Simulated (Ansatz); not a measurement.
# Sr: frozen-core PAW against all-electron methods

```
CELL_PARAMETERS angstrom
0.00000 3.10320 3.04235
3.10320 0.00000 3.04235
3.10320 3.10320 0.00000
ATOMIC_POSITIONS crystal
Sr 0.00000 0.00000 0.00000
```

Conventional cell: a = 4.389 Å, b = 4.389 Å, c = 6.085 Å, α = 90.00°, β = 90.00°, γ = 90.00°. Sr (atom 1) has 12 Sr at 4.35 to 4.39 Å as nearest neighbours.

The cell is COD entry 9008484, as deposited and not checked against the literature; nothing was relaxed. The listed cell was then made from it by scaling, straining or moving an atom.

Levels of theory: DFT, PBE, PAW with Ansatz's default frozen-core files, scalar-relativistic (Ansatz 0.2.0); DFT, PBE, all-electron PAW with datasets made for the crystal, scalar-relativistic (Ansatz 0.2.0); DFT, PBE, all-electron LAPW, scalar-relativistic (Ansatz 0.2.0).

For PAW: a Γ-centred 10×10×10 k mesh, Fermi–Dirac smearing of 0.08 eV, cutoff 420 eV, no spin polarisation. The crystal-made all-electron datasets (AE datasets) take a cutoff of 200 eV at this cell. LAPW targets a basis error of 0.5 meV/atom. The Ansatz runs share mesh, smearing and spin set-up. Plane-wave (PAW) pressures include the program's estimate of the Pulay term.

Stress and pressure are positive in compression.

The change that made this cell: x and y strained by +2 %, z held.

```tsv
quantity	PAW	AE datasets	LAPW
pressure (GPa)	-0.68	-0.67	-0.68
stress xx (GPa)	-0.70	-0.70	-0.70
stress zz (GPa)	-0.62	-0.62	-0.62
```

PAW's pressure differs from the LAPW value by about 0.01 GPa or less.
